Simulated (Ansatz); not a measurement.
# TiNi (P4/mmm) in Ansatz: notebook

Runs on TiNi. Level: PBEsol. Tasks: single point.

Program: Ansatz 0.2.0. These are calculated values, not measurements. Logs are shortened: lines on timing, memory, paths and dates and some standing lists are left out, and cuts for length are marked.

### Step 1. Starting point

Symmetry: P4/mmm, No. 123, tetragonal system. The conventional cell has a = 2.736 Å, b = 2.736 Å, c = 3.581 Å, α = 90.00°, β = 90.00°, γ = 90.00°. Around Ni (site symmetry 4/mmm) lie 8 Ti at 2.64 Å and 4 Ni at 2.74 Å. Around Ti (site symmetry 4/mmm) lie 8 Ni at 2.64 Å and 4 Ti at 2.74 Å.

The cell comes from a database or a generator and needn't be the stable form of this composition.

### Step 2. Single point, PBEsol, collinear spin, program default start

File input.yaml:

```yaml
crystal:
  lattice:
    - [2.735803, 0.0, 0.0]
    - [0.0, 2.735803, 0.0]
    - [0.0, 0.0, 3.58141]
  atoms:
    - { symbol: Ni, position: [0.0, 0.0, 0.0] }
    - { symbol: Ti, position: [0.5, 0.5, 0.5] }
hamiltonian:
  xc: pbesol
  pseudopotentials: { kind: paw }
magnetization:
  spin_polarized: true
  initial_magnetization: 0.0
  spin_locking: { lock_magnetization: hard }
kpoints:
  mp_grid: { grid: [8, 8, 6] }
scf:
  occupations: { method: fermi_dirac, width: 0.05 }
  lower_state_search: "off"
output:
  forces: true
  stress: true
  eigenvalues: true
```

Potentials or basis: Ansatz PAW.

The run is started by

```console
$ ansatz run input.yaml --threads 2 --pin off --max-ram 5632MiB --backend cpu --events-out ev --progress --plain --runs-dir out
```

Log:

```text
Warning: output.stress: scf.convergence.dr2_threshold = 1e-7 eV (the SCF's general default) is looser than the 2e-10 eV advised for a printed stress (1e-10 eV for each atom of the cell: 2). What an SCF threshold leaves in a stress goes as its square root, and in the free energy as the threshold itself, and one threshold admits the most on a small cell: of the crystals measured, under no hybrid functional and no lock of the moments, on runs that ended without the residual-converged pass, on stresses that held no estimate of that error, the worst erred by over 100 MPa in a component at 1e-7 eV an atom and by under 5 at 1e-10. Set scf.convergence.dr2_threshold to 2e-10 eV or tighter. The threshold is an SCF's pass mark: one that does not reach it within its budget of iterations ends unconverged, or closes short of it on a stop that the run arms, and scf.convergence.dr2_threshold's page says what that costs each kind of run
Warning: RAYON_NUM_THREADS=2 ignored (pool sized by the plan → 2); use --threads N
Engine: ansatz 0.2.0, aarch64-unknown-linux-gnu
Pseudopotentials: kind: paw
Pseudopotential: Ni, paw, valence charge 18, recommended cutoff 420 eV (normal), Ni.paw.azcp
Pseudopotential: Ti, paw, valence charge 12, recommended cutoff 420 eV (normal), Ti.paw.azcp
Functional definition: PBEsol
  exchange = pbesol_x
  correlation = pbesol_c
Crystal: 2 atoms, lattice volume = 26.805 Å³
Basis set: ecut = 420 eV, 535 PW (Γ), exchange–correlation on 40×40×48 points (8 copies of the dense FFT grid, shifted against one another)
Bands: 19, of which v1, the nominal top of the filled ones, is band 15 counted from 1 (14 counted from 0)
Symmetry: 16 space group operations
Space group: P4/mmm (ITA 123), of the structure as read, at distance tolerance 3.0e-5 Å
k-points: 60 of 384
Non-local potential: Ni, projectors of the file, l = 0: 3, l = 1: 2, l = 2: 3, l = 3: 1
Non-local potential: Ti, projectors of the file, l = 0: 3, l = 1: 2, l = 2: 3, l = 3: 1
PAW form: soft (Blöchl's): semilocal exchange-correlation on the pseudo side does not see the compensation charge
PAW frozen core: Ni, regenerated for the run's functional, and the local potential with it (the file was generated under x = pbe(κ = 0.804, μ = 0.2195149727645171), c = pbe(β = 0.06672455060314922))
PAW frozen core: Ti, regenerated for the run's functional, and the local potential with it (the file was generated under x = pbe(κ = 0.804, μ = 0.2195149727645171), c = pbe(β = 0.06672455060314922))
PAW one-centre angular grid: Ni, 590 points (default); XC on 64 Gauss nodes
PAW one-centre angular grid: Ti, 590 points (default); XC on 64 Gauss nodes
Initial density: superposition of atomic densities (chi_scale 0.1, normalization cell, long waves kept (reshape's long-wave potential 0.00 eV rms))
Initial wavefunctions: pseudopotential atomic-orbital guess
Functional: x = pbesol(κ = 0.804, μ = 0.12345679012345678), c = pbesol(β = 0.046)
SCF iter   1: F=—  HF=-8279.838331 eV  |F-HF|=—  |Δ(HF+E_count)|=         —  Δρ=5.31e-2 (↑5.31e-2 ↓5.31e-2)  dr2=2.11e0  dr2_m=0.00e0  M=0.000 μB ∫|m|=0.000 μB  β_m=0.30  ethr=3.10e-3  ⟨swp⟩=3.4  Hψ=4358  notcnv=0
preconditioner: auto → none  [metal: Δε(μ)=0.032 eV  Ē_g=4.253 eV  σ=0.050 eV  W_gap=0.16  n_scr=6 (ndim 8)  ℏωp=26.8 eV  f_vac=0.000  D(μ)=3.00/eV (n_scr^D=36)  sad-step TF]
SCF iter   2: F=—  HF=-8279.794349 eV  |F-HF|=—  |Δ(HF+E_count)|=   4.40e-2  Δρ=5.66e-2 (↑5.66e-2 ↓5.66e-2)  dr2=3.01e0  dr2_m=0.00e0  M=0.000 μB ∫|m|=0.000 μB  β_m=0.19  ethr=3.10e-3  ⟨swp⟩=2.0  Hψ=2233  notcnv=0  defer=1
SCF iter   3: F=—  HF=-8279.560951 eV  |F-HF|=—  |Δ(HF+E_count)|=   2.33e-1  Δρ=9.97e-3 (↑9.97e-3 ↓9.97e-3)  dr2=9.02e-2  dr2_m=0.00e0  M=0.000 μB ∫|m|=0.000 μB  β_m=0.27  ethr=3.10e-3  ⟨swp⟩=2.1  Hψ=1745  notcnv=0  defer=1
SCF iter   4: F=—  HF=-8279.548512 eV  |F-HF|=—  |Δ(HF+E_count)|=   1.24e-2  Δρ=9.46e-3 (↑9.46e-3 ↓9.46e-3)  dr2=5.51e-2  dr2_m=0.00e0  M=0.000 μB ∫|m|=0.000 μB  β_m=0.36  ethr=3.01e-4  ⟨swp⟩=2.3  Hψ=1995  notcnv=0  defer=1
SCF iter   5: F=—  HF=-8279.558351 eV  |F-HF|=—  |Δ(HF+E_count)|=   9.84e-3  Δρ=6.18e-3 (↑6.18e-3 ↓6.18e-3)  dr2=3.54e-2  dr2_m=0.00e0  M=0.000 μB ∫|m|=0.000 μB  β_m=0.68  ethr=1.84e-4  ⟨swp⟩=2.0  Hψ=1771  notcnv=0  defer=1
SCF iter   6: F=—  HF=-8279.558953 eV  |F-HF|=—  |Δ(HF+E_count)|=   6.02e-4  Δρ=3.78e-3 (↑3.78e-3 ↓3.78e-3)  dr2=1.62e-2  dr2_m=0.00e0  M=0.000 μB ∫|m|=0.000 μB  β_m=0.58  ethr=1.18e-4  ⟨swp⟩=2.0  Hψ=1429  notcnv=0  defer=1
SCF iter   7: F=—  HF=-8279.557930 eV  |F-HF|=—  |Δ(HF+E_count)|=   1.02e-3  Δρ=1.01e-3 (↑1.01e-3 ↓1.01e-3)  dr2=1.11e-3  dr2_m=0.00e0  M=0.000 μB ∫|m|=0.000 μB  β_m=0.64  ethr=5.41e-5  ⟨swp⟩=1.0  Hψ=1340  notcnv=0  defer=1
SCF iter   8: F=—  HF=-8279.557869 eV  |F-HF|=—  |Δ(HF+E_count)|=   6.15e-5  Δρ=2.29e-4 (↑2.29e-4 ↓2.29e-4)  dr2=4.95e-5  dr2_m=0.00e0  M=0.000 μB ∫|m|=0.000 μB  β_m=0.67  ethr=3.70e-6  ⟨swp⟩=1.0  Hψ=1157  notcnv=0  defer=1
SCF iter   9: F=—  HF=-8279.557860 eV  |F-HF|=—  |Δ(HF+E_count)|=   8.87e-6  Δρ=3.97e-5 (↑3.97e-5 ↓3.97e-5)  dr2=1.56e-6  dr2_m=0.00e0  M=0.000 μB ∫|m|=0.000 μB  β_m=0.67  ethr=1.65e-7  ⟨swp⟩=1.1  Hψ=1142  notcnv=0  defer=1
SCF iter  10: F=-8279.557860 eV  HF=-8279.557860 eV  |F-HF|=3.47e-10  |Δ(HF+E_count)|=   5.27e-8  Δρ=9.17e-7 (↑9.17e-7 ↓9.17e-7)  dr2=3.48e-10  dr2_m=0.00e0  M=0.000 μB ∫|m|=0.000 μB  ethr=3.33e-10  ⟨swp⟩=3.1  Hψ=4174  notcnv=0
SCF 1 converged in 10 iterations: F = -8279.557860 eV  dr2 = 3.48e-10
SCF converged after 10 iterations
Stability checked in part: among states of this total moment the steps that led to this state did not find it unstable. No probe was made; neither looks for a lower state of another moment (fixed_total_moment; see scf.lower_state_search)
Magnetization: 0.0000 μB (15.0000 up, 15.0000 down)
Absolute magnetization: 0.0000 μB (∫|ρ↑−ρ↓|)
Spin contamination: 0.0000 ħ² per cell (⟨S²⟩ above its minimum at these occupations)
Per-site moments (μB) at R_I (Å): [(0.0, 1.0873842251019563), (0.0, 1.0873842251019563)]
Free energy (F): -8279.557860 eV
Harris-Foulkes:  -8279.557860 eV  (|F-HF|=3.47e-10)
Internal energy: -8279.536587 eV  (E = F + TS)
E sigma→0 (E₀):  -8279.547223 eV
Entropy (-TS):   -0.021273 eV (-10.636 meV/atom)
Fermi energy:    16.049025 (↑ 16.049025, ↓ 16.049025) eV
--- Per-component energies (eV) ---
  E_band       = -450.042186
  E_kinetic    = 556.531189
  E_local      = -4594.805647  (includes V_loc(G=0)·N_el)
  E_nonlocal   = 643.356826
  E_hartree    = 1934.467679
  E_xc         = -182.010329
  E_vxc        = -231.939674  (∫ρ·V_xc dr)
  E_paw        = -2616.251725  (= ΣΔE_a)
  E_vpaw       = -692.119490  (= ΣTr[D̂ρ^β])
  E_aug_tail   = 0.000619  (compensation charges beyond the density's cutoff)
  E_ewald      = -4021.161872
  E_core_change = 0.336673  (= ΣΔE_core)
  E_smearing   = -0.021273  (= −TS)
  E_closure    = -0.000000  (closes the sum)
  Σ components = -8279.557860   (vs F -8279.557860, Δ=0.00e0)
--- Forces (eV/Å), atoms counted from 1 ---
  atom   1  Ni    -0.00000000     0.00000000     0.00000000
  atom   2  Ti     0.00000000    -0.00000000    -0.00000000
  max |Σ_I F_I| component: 6.92e-29 eV/Å
--- Stress (GPa, compression-positive) ---
       -4.895324      -0.000000       0.000000
       -0.000000      -4.895324      -0.000000
        0.000000      -0.000000      -8.807555
  P = ⅓ Tr σ = -6.1994 GPa (-61.994 kbar)
--- Band table (eV; the first three rows and the last of 120) ---
  k-point 0 ↑: bands = ["-87.0359", "-47.6286", "-47.5196", "-47.5196", "-40.5578", "-16.9283", "-16.5713", "-16.5713", "8.3793", "12.1217", "12.6435", "14.1937", "14.1937", "14.8626", "15.7510", "16.6871", "18.9685", "18.9685", "19.4215"]
  k-point 1 ↑: bands = ["-87.0359", "-47.6292", "-47.5196", "-47.5196", "-40.5563", "-16.9443", "-16.5711", "-16.5711", "8.7544", "12.2056", "12.7621", "14.2458", "14.2458", "14.8777", "15.5878", "16.2792", "18.7007", "18.7007", "18.9953"]
  k-point 2 ↑: bands = ["-87.0359", "-47.6305", "-47.5195", "-47.5195", "-40.5533", "-16.9761", "-16.5707", "-16.5707", "9.7896", "12.2156", "13.0498", "14.3626", "14.3626", "14.9082", "15.0792", "15.2113", "18.0773", "18.2011", "18.2011"]
  k-point 59 ↓: bands = ["-87.0299", "-47.6224", "-47.5561", "-47.5561", "-40.3883", "-17.1133", "-17.1133", "-16.8299", "13.0430", "13.4867", "13.5046", "13.5046", "14.5535", "14.5535", "14.5846", "15.3370", "18.7730", "20.3838", "23.0322"]
```

It took 1.4 s on 2 threads of Arm Neoverse V2, shared host; peak memory 0.32 GiB.

What came out:

```
Free energy     : -8279.5579 eV
Pressure        : -6.2 GPa
Net moment      : 0.00 μB per cell
Absolute moment : 0.00 μB per cell
```

Stress tensor (GPa, compression positive):
```
-4.90  0.00  0.00
 0.00 -4.90  0.00
 0.00  0.00 -8.81
```

Caveat: the total moment is fixed, so each spin has its own Fermi level; the PAW data sets come from PBE, with cores solved anew for the run's functional, which leaves a small shift of forces and pressure; the thresholds are loose for stress.

### Step 3. Single point, PBEsol, collinear spin, ferromagnetic start

Edit input.yaml of step 2 so:

```diff
@@ -6,4 +6,4 @@
   atoms:
-    - { symbol: Ni, position: [0.0, 0.0, 0.0] }
-    - { symbol: Ti, position: [0.5, 0.5, 0.5] }
+    - { symbol: Ni, position: [0.0, 0.0, 0.0], spin: 0.25 }
+    - { symbol: Ti, position: [0.5, 0.5, 0.5], spin: 0.25 }
 hamiltonian:
@@ -13,3 +13,3 @@
   spin_polarized: true
-  initial_magnetization: 0.0
+  initial_magnetization: 0.5
   spin_locking: { lock_magnetization: hard }
```

Potentials or basis: Ansatz PAW.

The run is started by

```console
$ ansatz run input.yaml --threads 2 --pin off --max-ram 5632MiB --backend cpu --events-out ev --progress --plain --runs-dir out
```

Log:

```text
Warning: output.stress: scf.convergence.dr2_threshold = 1e-7 eV (the SCF's general default) is looser than the 2e-10 eV advised for a printed stress (1e-10 eV for each atom of the cell: 2). What an SCF threshold leaves in a stress goes as its square root, and in the free energy as the threshold itself, and one threshold admits the most on a small cell: of the crystals measured, under no hybrid functional and no lock of the moments, on runs that ended without the residual-converged pass, on stresses that held no estimate of that error, the worst erred by over 100 MPa in a component at 1e-7 eV an atom and by under 5 at 1e-10. Set scf.convergence.dr2_threshold to 2e-10 eV or tighter. The threshold is an SCF's pass mark: one that does not reach it within its budget of iterations ends unconverged, or closes short of it on a stop that the run arms, and scf.convergence.dr2_threshold's page says what that costs each kind of run
Warning: RAYON_NUM_THREADS=2 ignored (pool sized by the plan → 2); use --threads N
[... 7 set-up lines as earlier in the session ...]
Crystal: 2 atoms, lattice volume = 26.805 Å³
Basis set: ecut = 420 eV, 535 PW (Γ), exchange–correlation on 40×40×48 points (8 copies of the dense FFT grid, shifted against one another)
Bands: 20, of which v1, the nominal top of the filled ones, is band 15 counted from 1 (14 counted from 0)
[... 2 set-up lines as earlier in the session ...]
Magnetic group: BNS 123.339 (UNI 999), of the structure as read, at distance tolerance 3.0e-5 Å
k-points: 60 of 384
[... 7 set-up lines as earlier in the session ...]
Initial density: superposition of atomic densities (chi_scale 0.1, normalization cell)
Starting moments: Σ|m| = 0.5 μB on 2 of 2 sites
[... 1 set-up line as earlier in the session ...]
[... 17 lines left out ...]
SCF 1 converged in 14 iterations: F = -8279.542390 eV  dr2 = 9.89e-10
SCF converged after 14 iterations
Stability checked in part: among states of this total moment the steps that led to this state did not find it unstable. No probe was made; neither looks for a lower state of another moment (fixed_total_moment; see scf.lower_state_search)
Magnetization: 0.5000 μB (15.2500 up, 14.7500 down)
Absolute magnetization: 0.5007 μB (∫|ρ↑−ρ↓|, with the PAW one-centre terms)
Spin contamination: 0.0022 ħ² per cell (⟨S²⟩ above its minimum at these occupations)
Per-site moments (μB) at R_I (Å): [(0.14754132041272602, 1.0873842251019563), (0.27662651024782714, 1.0873842251019563)]
Free energy (F): -8279.542390 eV
Harris-Foulkes:  -8279.542390 eV  (|F-HF|=9.73e-10)
Internal energy: -8279.518622 eV  (E = F + TS)
E sigma→0 (E₀):  -8279.530506 eV
Entropy (-TS):   -0.023768 eV (-11.884 meV/atom)
Fermi energy:    16.035885 (↑ 16.095596, ↓ 15.976174) eV
--- Per-component energies (eV) ---
  E_band       = -450.163373
  E_kinetic    = 556.513634
  E_local      = -4594.544514  (includes V_loc(G=0)·N_el)
  E_nonlocal   = 643.300560
  E_hartree    = 1934.259007
  E_xc         = -182.029531
  E_vxc        = -231.964068  (∫ρ·V_xc dr)
  E_paw        = -2616.193198  (= ΣΔE_a)
  E_vpaw       = -691.990201  (= ΣTr[D̂ρ^β])
  E_aug_tail   = 0.000618  (compensation charges beyond the density's cutoff)
  E_ewald      = -4021.161872
  E_core_change = 0.336673  (= ΣΔE_core)
  E_smearing   = -0.023768  (= −TS)
  E_closure    = -0.000000  (closes the sum)
  Σ components = -8279.542390   (vs F -8279.542390, Δ=0.00e0)
--- Forces (eV/Å), atoms counted from 1 ---
  atom   1  Ni    -0.00000000     0.00000000     0.00000000
  atom   2  Ti     0.00000000    -0.00000000    -0.00000000
  max |Σ_I F_I| component: 4.73e-29 eV/Å
--- Stress (GPa, compression-positive) ---
       -4.423666      -0.000000       0.000000
       -0.000000      -4.423666      -0.000000
        0.000000      -0.000000      -8.602220
  P = ⅓ Tr σ = -5.8165 GPa (-58.165 kbar)
--- Band table (eV; the first three rows and the last of 120) ---
  k-point 0 ↑: bands = ["-87.1313", "-47.7217", "-47.6122", "-47.6122", "-40.6837", "-17.0211", "-16.7139", "-16.7139", "8.3234", "12.0220", "12.5169", "14.1314", "14.1314", "14.8050", "15.5460", "16.5556", "18.8699", "18.8699", "19.3202", "19.7815"]
  k-point 1 ↑: bands = ["-87.1313", "-47.7224", "-47.6122", "-47.6122", "-40.6822", "-17.0370", "-16.7137", "-16.7137", "8.6985", "12.1061", "12.6378", "14.1838", "14.1838", "14.8202", "15.3812", "16.1574", "18.6038", "18.6038", "18.9281", "19.2964"]
  k-point 2 ↑: bands = ["-87.1313", "-47.7236", "-47.6121", "-47.6121", "-40.6793", "-17.0686", "-16.7133", "-16.7133", "9.7348", "12.1187", "12.9341", "14.3014", "14.3014", "14.8509", "14.9768", "14.9974", "17.9816", "18.1065", "18.1065", "19.2484"]
  k-point 59 ↓: bands = ["-86.9566", "-47.5390", "-47.4905", "-47.4905", "-40.2518", "-16.9648", "-16.9648", "-16.7100", "13.0761", "13.5547", "13.5547", "13.5692", "14.6357", "14.6357", "14.6849", "15.4331", "18.9091", "20.6005", "23.0696", "24.5431"]
```

Run time: 2.6 s. Hardware: 2 threads of Arm Neoverse V2, shared host; peak memory 0.33 GiB.

Results:

```yaml
Free_energy: -8279.5424 eV
Pressure: -5.8 GPa
Net_moment: 0.50 μB per cell
Absolute_moment: 0.50 μB per cell
Site_moments: Ni +0.15; Ti +0.28 μB
```

Caveat: the total moment is fixed, so each spin has its own Fermi level; the PAW data sets come from PBE, with cores solved anew for the run's functional, which leaves a small shift of forces and pressure; the thresholds are loose for stress.
